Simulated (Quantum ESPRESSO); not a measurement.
# Ce under changes of volume

One of the cells (34.371 Å³/atom); the others are scaled copies at fixed shape and fractional positions:

```xyz
1
Lattice="0.0000 2.5806 2.5806 2.5806 0.0000 2.5806 2.5806 2.5806 0.0000" Properties=species:S:1:pos:R:3 pbc="T T T"
Ce    0.0000    0.0000    0.0000
```

```yaml
Program: Quantum ESPRESSO 7.5
Functional: PBEsol
Potentials_or_basis: SSSP 1.3 efficiency PBE
Cutoff: 748 eV
Density_cutoff: 5987 eV
k_mesh: 9 × 9 × 9
Occupations: fermi-dirac, width 0.05 eV
Spin: collinear spin, ferromagnetic start
Starting_moments: "[1.0] μB"
```

| volume (Å³/atom) | energy over the lowest point (meV/atom) | moment (μB per cell) |
| --- | --- | --- |
| 32.309 | 0.00 | 0.00 |
| 32.996 | 33.77 | 0.39 |
| 33.684 | 67.17 | 0.63 |
| 34.371 | 100.19 | 0.76 |
| 35.058 | ? | ? |
| 35.746 | 166.53 | 0.94 |
| 36.433 | 199.75 | 1.01 |

Task: What does the run at 35.058 Å³/atom give?

Result: Energy over the lowest point 133.31 meV/atom; moment 0.85 μB per cell.

Worked out: A Birch-Murnaghan fit of order 3 (a polynomial in V^(-2/3)) to the other rows has no minimum within the range. It gives 133.31 meV/atom at 35.058 Å³/atom, against the run's 133.31. A parabola through the other rows of the moment, of slope 0.139 μB per Å³/atom there, gives 0.91 μB, against the run's 0.85.

Energies are extrapolated to zero smearing.

Caveats: the potentials were made for another functional, which shifts forces and pressure; the magnetic or orbital state may not be the lowest.
